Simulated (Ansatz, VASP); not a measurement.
**Two plane-wave programs on FeSi**

The input POSCAR:

```
FeSi
1.0
    2.7270295647      0.0000000000      0.0000000000
    0.0000000000      2.7270295647      0.0000000000
    0.0000000000      0.0000000000      2.7270295647
Fe Si
1 1
Direct
    0.0000000000      0.0000000000      0.0000000000
    0.5000000000      0.5000000000      0.5000000000
```

INCAR.step1

```
SYSTEM = FeSi
ALGO     = Normal         ! electronic algorithm
EDIFF    = 1E-4           ! SCF threshold, eV
ENCUT    = 600            ! plane-wave cutoff, eV
GGA      = PE             ! functional
ISMEAR   = 0              ! smearing method
LASPH    = .True.         ! aspherical terms in the spheres
LCHARG   = .False.        ! write CHGCAR
LREAL    = .False.        ! projectors in reciprocal space
LWAVE    = .True.         ! write WAVECAR
NELM     = 80             ! most SCF steps
PREC     = Accurate       ! precision mode
SIGMA    = 0.05           ! smearing width, eV
```

INCAR.step2

```
SYSTEM = FeSi
ALGO     = Normal         ! electronic algorithm
EDIFF    = 1E-6           ! SCF threshold, eV
EDIFFG   = -0.01          ! ionic threshold
ENCUT    = 600            ! plane-wave cutoff, eV
IBRION   = 2              ! ionic algorithm
ISIF     = 3              ! what is computed and relaxed
ISMEAR   = 0              ! smearing method
ISTART   = 1            
LASPH    = .True.         ! aspherical terms in the spheres
LCHARG   = .False.        ! write CHGCAR
LMIXTAU  = .True.       
LREAL    = .False.        ! projectors in reciprocal space
LWAVE    = .False.        ! write WAVECAR
METAGGA  = R2SCAN         ! meta-GGA
NELM     = 80             ! most SCF steps
NSW      = 50             ! ionic steps
PREC     = Accurate       ! precision mode
SIGMA    = 0.05           ! smearing width, eV
```

Contents of KPOINTS:

```
k-points
0
Gamma
  16 16 16
  0 0 0
```

Input for Ansatz:

```yaml
crystal:
  lattice:
    - [2.7270295647, 0.0, 0.0]
    - [0.0, 2.7270295647, 0.0]
    - [0.0, 0.0, 2.7270295647]
  atoms:
    - { symbol: Fe, position: [0.0, 0.0, 0.0] }
    - { symbol: Si, position: [0.5, 0.5, 0.5] }
basis:
  ecutwfc: 500
  ecutrho_ratio: 4
kpoints:
  mp_grid: { grid: [16, 16, 16] }
hamiltonian:
  xc: r2scan
scf:
  occupations: { method: gaussian, width: 0.05 }
output:
  forces: true
  stress: true
  eigenvalues: true
relax:
  f_tol: 0.01
  max_steps: 30
  cell: { stress_tol: 0.05 }
```

The cell was built by a generator and needn't be a form met in nature.

Alike in both runs: task relaxation of cell and atoms; functional r2SCAN; k mesh 16 × 16 × 16; occupations gaussian, width 0.05 eV; no spin polarisation.

|  | VASP | Ansatz |
| --- | --- | --- |
| version | VASP 6.6.1 | Ansatz 0.2.0 |
| potentials or method | VASP PAW PBE potentials, release 64 (Fe, Si) | scalar-relativistic, plane waves, PAW |
| plane-wave cutoff (eV) | 600 | 500 |
| valence electrons in the cell | 12 | 20 |

```tsv
	VASP	Ansatz	Ansatz less VASP
gap on the k mesh at the Fermi level, each at its own relaxed structure (eV)	none	none	-
relaxed volume (Å³/atom)	10.16	10.14	-0.019
relaxed cell length with the largest relative difference (Å)	2.729	2.727	-0.0017
```

A gap of «none» marks a metal or a gap that the smearing closes. The two sets of potentials don't hold the same shells in valence.

Caveats: the PAW data sets were made with another functional, which shifts forces and pressure a little (VASP). Spin polarisation is off, so any magnetic state and its effect on volume and gap are missing.
